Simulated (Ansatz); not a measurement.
The system is ZnO.

```
CELL_PARAMETERS angstrom
2.68821 0.00000 0.00000
0.00000 2.68821 0.00000
0.00000 0.00000 2.68821
ATOMIC_POSITIONS crystal
Zn 0.00000 0.00000 0.00000
O 0.50000 0.50000 0.50000
```

The cell was built by a generator and needn't be a form met in nature.

Program: Ansatz 0.2.0. Alike in all runs: potentials or basis Ansatz PAW; no spin polarisation; cell as given; k mesh 5 × 5 × 5; smearing fermi-dirac 0.05 eV; the mesh is coarse, so values aren't converged.

**Question.** Order these runs on this cell by their band gap on the k mesh, lowest first.
A. level r2SCAN50; cutoff (eV) 500
B. level HSEsol; cutoff (eV) 420; points for each segment of the path 4
C. level r2SCAN0; cutoff (eV) 500
D. level HF; cutoff (eV) 420
E. level PBEsol0; cutoff (eV) 420

**Answer.** B (0.56 eV), E (1.28 eV), C (1.76 eV), A (3.89 eV), D (9.13 eV).

Caveats: all runs use coarse meshes; odd divisions of the mesh miss points on the zone boundary, where band edges often lie, so the gap on the mesh can be too wide (some runs); the k mesh misses the band edges, so the gap on the mesh is wider than the one along the path (some runs).
